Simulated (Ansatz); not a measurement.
Compressing NiSi: a fit and a missing row

NiSi, Pnma, a = 5.154 Å, b = 3.375 Å, c = 5.620 Å. Ansatz: PBE, PAW, 420 eV, Γ-centred 8×10×6 mesh on 8 atoms, Gaussian smearing 0.10 eV; no spin polarisation. Shape and atoms are relaxed at each volume; pressure is positive in compression.

| V (Å³/atom) | P (GPa) |
| --- | --- |
| 10.755 | 27.06 |
| 11.121 | 19.27 |
| 11.488 | ? |
| 11.855 | 5.42 |
| 12.221 | 0.00 |
| 12.588 | -4.57 |
| 12.954 | -8.42 |
| 13.443 | -12.60 |

Q: Take V0 = 12.221 Å³/atom, fit the third-order Birch–Murnaghan form to the other rows, and predict the missing pressure.

A: With the Eulerian strain f = ½[(V0/V)^(2/3) − 1] and y = P/[3f(1 + 2f)^(5/2)], the form is the line y = B0 + 1.5 B0 (B0′ − 4) f. Rows (f, y): 0.04446, 164.0; 0.03245, 169.2; 0.01024, 167.7; -0.00977, 163.8; -0.01904, 162.4; -0.03078, 159.9. Means f = 0.004593, y = 164.50; Σ(Δf)² = 0.004413, ΣΔfΔy = 0.3515; the slope is their ratio. y = 164.1 + 79.64 f GPa, so B0 = 164.1 GPa and B0′ = 4 + 2 × (79.64)/(3 × 164.1) = 4.32. At V = 11.488, f = 0.02105, y = 165.78 and P = 11.61 GPa. The run gave 11.81 GPa, so the fit is 0.20 GPa too low, within the rms miss on the fitted rows (0.28 GPa).